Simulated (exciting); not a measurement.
# Pt (Fm-3m) in exciting: notebook

Runs on Pt. Level: PBE. Tasks: single point.

Everything below comes from runs of exciting (release sodium). Logs are shortened: lines on timing, memory, paths and dates and some standing lists are left out, and cuts for length are marked.

## (1) The structure

The structure is cubic, space group Fm-3m (No. 225). Conventional cell: a = 3.922 Å, b = 3.922 Å, c = 3.922 Å, α = 90.00°, β = 90.00°, γ = 90.00°. Pt (site symmetry m-3m) is surrounded by 12 Pt at 2.77 Å.

## (2) Single point, PBE

The input, input.xml:

```xml
<input>
  <title>Pt</title>
  <structure speciespath="./" tshift="false">
    <crystal scale="1">
      <basevect>0.000000000000 3.705563957779 3.705563957779</basevect>
      <basevect>3.705563957779 0.000000000000 3.705563957779</basevect>
      <basevect>3.705563957779 3.705563957779 0.000000000000</basevect>
    </crystal>
    <species speciesfile="Pt.xml" rmt="2.3">
      <atom coord="0.000000000000 0.000000000000 0.000000000000"/>
    </species>
  </structure>
  <groundstate do="fromscratch" ngridk="12 12 12" rgkmax="9" gmaxvr="14" lmaxapw="10" lmaxmat="10" lmaxvr="8" xctype="GGA_PBE" stype="Gaussian" swidth="0.00040424" nempty="12" ValenceRelativity="iora*" epsengy="1e-05" epspot="1e-05" maxscl="60" tforce="true" outputlevel="normal"/>
</input>
```

Potentials or basis: all-electron LAPW+lo, shipped species files, valence relativity iora*.

Started as:

```sh
$ OMP_NUM_THREADS=1 exciting_smp
```

INFO.OUT:

```text
================================================================================
EXCITING SODIUM started
[... 10 lines left out ...]

 Lattice vectors (cartesian) :
      0.0000000000      3.7055639578      3.7055639578
      3.7055639578      0.0000000000      3.7055639578
      3.7055639578      3.7055639578      0.0000000000

 Reciprocal lattice vectors (cartesian) :
     -0.8478041910      0.8478041910      0.8478041910
      0.8478041910     -0.8478041910      0.8478041910
      0.8478041910      0.8478041910     -0.8478041910

 Unit cell volume                           :     101.7637110958
 Brillouin zone volume                      :       2.4375114741

 Species :    1 (Pt)
     parameters loaded from                 :    Pt.xml
     name                                   :    platinum
     nuclear charge                         :     -78.00000000
     electronic charge                      :      78.00000000
     atomic mass                            :  355605.43990000
     muffin-tin radius                      :       2.30000000
     # of radial points in muffin-tin       :     450

     atomic positions (lattice) :
[... 7 lines left out ...]
 Number of crystal symmetries               :      48

 k-point grid                               :      12   12   12
 Total number of k-points                   :      72
 k-point set is reduced with crystal symmetries

 R^MT_min * |G+k|_max (rgkmax)              :       9.00000000
 Species with R^MT_min                      :       1 (Pt)
 Maximum |G+k| for APW functions            :       3.91304348
 Maximum |G| for potential and density      :      14.00000000

 G-vector grid sizes                        :      24    24    24
 Total number of G-vectors                  :    4693

 Maximum angular momentum used for
     APW functions                          :      10
     computing H and O matrix elements      :      10
     potential and density                  :       8
     inner part of muffin-tin               :       2

 Total nuclear charge                       :     -78.00000000
 Total electronic charge                    :      78.00000000
 Total core charge                          :      48.00000000
 Total valence charge                       :      30.00000000

 Number of empty states                     :      12
 Total number of valence states             :      28

 Maximum Hamiltonian size                   :     139
 Maximum number of plane-waves              :     113
 Total number of local-orbitals             :      26

 Exchange-correlation type                  :      20
     Perdew-Burke-Ernzerhof, Phys. Rev. Lett. 77, 3865 (1996)
     Generalised gradient approximation (GGA)

 Smearing scheme                            :    Gaussian
 Smearing width                             :       0.00040424

 Using multisecant Broyden potential mixing
[... 16 lines left out ...]
+ SCF iteration number :    1                                                  +
++++++++++++++++++++++++++++++++++++++++++++++++++++++++++++++++++++++++++++++++
 Total energy                               :    -18428.98147714
 _______________________________________________________________
 Fermi energy                               :         0.54602656
 Kinetic energy                             :     21122.14847691
 Coulomb energy                             :    -39194.09219943
 Exchange energy                            :      -352.22823396
 Correlation energy                         :        -4.80952066

 DOS at Fermi energy (states/Ha/cell)       :       200.51212434

 Electron charges :
     core                                   :        48.00000000
     core leakage                           :         0.00223448
     valence                                :        30.00000000
     interstitial                           :         2.40392729
     charge in muffin-tin spheres :
                  atom     1    Pt          :        75.59607271
     total charge in muffin-tins            :        75.59607271
     total charge                           :        78.00000000
[... 518 lines left out ...]
 Electron charges :
     core                                   :        48.00000000
     core leakage                           :         0.00208237
     valence                                :        30.00000000
     interstitial                           :         2.22895100
     charge in muffin-tin spheres :
                  atom     1    Pt          :        75.77104900
     total charge in muffin-tins            :        75.77104900
     total charge                           :        78.00000000

 RMS change in effective potential (target) :  0.197167E-08  ( 0.100000E-04)
 Absolute change in total energy   (target) :  0.191988E-05  ( 0.100000E-04)
 Charge distance                   (target) :  0.166804E-08  ( 0.100000E-04)
 Abs. change in max-nonIBS-force   (target) :   0.00000      ( 0.500000E-04)

++++++++++++++++++++++++++++++++++++++++++++++++++++++++++++++++++++++++++++++++
| Convergency criteria checked for the last 2 iterations                       +
| Convergence targets achieved. Performing final SCF iteration                 +
++++++++++++++++++++++++++++++++++++++++++++++++++++++++++++++++++++++++++++++++
 Total energy                               :    -18446.71797730
 _______________________________________________________________
 Fermi energy                               :         0.48883175
 Kinetic energy                             :     21109.57273819
 Coulomb energy                             :    -39198.96177738
 Exchange energy                            :      -352.51977819
 Correlation energy                         :        -4.80915992

 DOS at Fermi energy (states/Ha/cell)       :       204.39020856

 Electron charges :
     core                                   :        48.00000000
     core leakage                           :         0.00208237
     valence                                :        30.00000000
     interstitial                           :         2.22895098
     charge in muffin-tin spheres :
                  atom     1    Pt          :        75.77104902
     total charge in muffin-tins            :        75.77104902
     total charge                           :        78.00000000

++++++++++++++++++++++++++++++++++++++++++++++++++++++++++++++++++++++++++++++++
+ Self-consistent loop stopped                                                 +
++++++++++++++++++++++++++++++++++++++++++++++++++++++++++++++++++++++++++++++++
 STATE.OUT is written

--------------------------------------------------------------------------------
- Writing atomic positions and forces                                          -
--------------------------------------------------------------------------------

 Atomic positions (lattice) :
 atom     1  Pt  :     0.00000000    0.00000000    0.00000000

 Total atomic forces including IBS (cartesian) :
 atom     1  Pt  :     0.00000000    0.00000000    0.00000000

 Atomic force components including IBS (cartesian) :
 atom     1  Pt  :     0.00000000    0.00000000    0.00000000   HF force
                 :     0.00000000    0.00000000    0.00000000   core correction
                 :     0.00000000    0.00000000    0.00000000   IBS correction

********************************************************************************
[... 7 lines left out ...]
| EXCITING SODIUM stopped                                                      =
================================================================================
```

WARNINGS.OUT:

```text
Inversion symmetry is present. Consider using input%groundstate%solver%type = "inversionsymmetry"
```

It took 39 s on 1 thread of Intel Xeon Platinum 8488C (Sapphire Rapids), shared host; peak memory 0.1 GiB.

What came out:

* Free energy: -501960.7683 eV
* Band gap on the k mesh: none (metal or under the smearing width)
* All electrons inside the program's atomic spheres: Pt 75.77 (radii Pt 2.3 bohr)

Levels at points of the mesh, in eV from the Fermi level:
| k point | band 11 | band 12 | band 13 | band 14 | band 15 | band 16 | band 17 | band 18 | band 19 | band 20 |
| --- | --- | --- | --- | --- | --- | --- | --- | --- | --- | --- |
| (0.00, 0.00, 0.00) | -10.26 | -3.83 | -3.83 | -3.83 | -1.67 | -1.67 | 14.59 | 19.53 | 19.53 | 19.53 |
| (0.50, 0.00, 0.00) | -7.37 | -3.89 | -3.89 | -0.50 | 0.02 | 0.02 | 5.86 | 14.16 | 18.93 | 18.93 |
| (0.50, 0.50, 0.00) | -7.12 | -6.66 | -0.02 | 0.48 | 0.48 | 1.75 | 8.91 | 11.37 | 11.37 | 20.47 |

## (3) Single point, PBE

Changes to input.xml since step 2:

```diff
@@ -12,3 +12,3 @@
   </structure>
-  <groundstate do="fromscratch" ngridk="12 12 12" rgkmax="9" gmaxvr="14" lmaxapw="10" lmaxmat="10" lmaxvr="8" xctype="GGA_PBE" stype="Gaussian" swidth="0.00040424" nempty="12" ValenceRelativity="iora*" epsengy="1e-05" epspot="1e-05" maxscl="60" tforce="true" outputlevel="normal"/>
+  <groundstate do="fromscratch" ngridk="12 12 12" rgkmax="9" gmaxvr="14" lmaxapw="10" lmaxmat="10" lmaxvr="8" xctype="GGA_PBE" stype="Gaussian" swidth="0.00044099" nempty="12" ValenceRelativity="iora*" epsengy="1e-05" epspot="1e-05" maxscl="60" tforce="true" outputlevel="low"/>
 </input>
```

Potentials or basis: all-electron LAPW+lo, shipped species files, valence relativity iora*.

Started as:

```sh
$ OMP_NUM_THREADS=1 exciting_smp
```

Run time: 39 s. Hardware: 1 thread of Intel Xeon Platinum 8488C (Sapphire Rapids), shared host; peak memory 0.1 GiB.

It converged, with:

```
Free energy            : -501960.7684 eV
Band gap on the k mesh : none (metal or under the smearing width)
```

Levels at points of the mesh, in eV from the Fermi level:
| k point | band 13 | band 14 | band 15 | band 16 | band 17 | band 18 |
| --- | --- | --- | --- | --- | --- | --- |
| (0.00, 0.00, 0.00) | -3.83 | -3.83 | -1.67 | -1.67 | 14.59 | 19.53 |
| (0.50, 0.00, 0.00) | -3.89 | -0.50 | 0.02 | 0.02 | 5.86 | 14.16 |
| (0.50, 0.50, 0.00) | -0.02 | 0.48 | 0.48 | 1.75 | 8.91 | 11.37 |

Caveat: the log's total energy holds no entropy term; the free energy is that total less TS from the occupations.

(Part 1 of 2 ends here.)
